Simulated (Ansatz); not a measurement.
# What a trial cell of Si2Se relaxes into

Level of theory: Ansatz 0.2.0, DFT PBE, scalar-relativistic, plane waves, PAW. Cutoff 420 eV, Γ-centred k mesh, Gaussian smearing, no spin polarisation in the final step.

The start puts Si2Se on the marcasite structure type (Pnnm, No. 58), with Se in place of Fe, Si in place of S, at a guessed volume.

```
CELL_PARAMETERS angstrom
4.78807 0.00000 0.00000
0.00000 5.84381 0.00000
0.00000 0.00000 3.64810
ATOMIC_POSITIONS crystal
Si 0.20040 0.37870 0.00000
Si 0.79960 0.62130 0.00000
Si 0.70040 0.12130 0.50000
Si 0.29960 0.87870 0.50000
Se 0.00000 0.00000 0.00000
Se 0.50000 0.50000 0.50000
```

Cell and atoms relax at zero pressure; the relaxation can't lower the symmetry of the start. After a coarse first stage the cell is made exact in the group found at 0.06 Å.

Energies over the elements count from the elements' standard structures at the same level, with no empirical corrections.

Task: Which crystal results?

Result: It keeps Pnnm (No. 58). The result has the marcasite structure. Conventional cell: a = 4.950 Å, b = 7.133 Å, c = 3.300 Å. Si is coordinated by 1 Si at 2.46 Å and 3 Se at 2.61–2.66 Å; around Se lie 6 Si at 2.61–2.66 Å.

```
Si Se
1.0
     4.94990    0.00000    0.00000
     0.00000    7.13298    0.00000
     0.00000    0.00000    3.30019
Si Se
4 2
Direct
  0.14447 0.35931 0.00000
  0.85553 0.64069 0.00000
  0.64447 0.14069 0.50000
  0.35553 0.85931 0.50000
  0.00000 0.00000 0.00000
  0.50000 0.50000 0.50000
```

Task: What are its volume, energy, density and gap?

Result: The volume per atom is 19.42 Å³, the density is 3.85 g/cm³ and the energy over the elements is 0.55 eV/atom. The gap on the 8×6×12 mesh is 0 eV (a metal).

The final run used a 8×6×12 mesh on its 6-atom cell and 0.10 eV smearing. The k mesh leaves about 4 meV/atom of noise in metals. Symmetry constrained the relaxation, so the result can be a saddle point.

Cost: 3 runs of about 4.9 core-minutes in all, on Arm Neoverse V1 (shared hosts).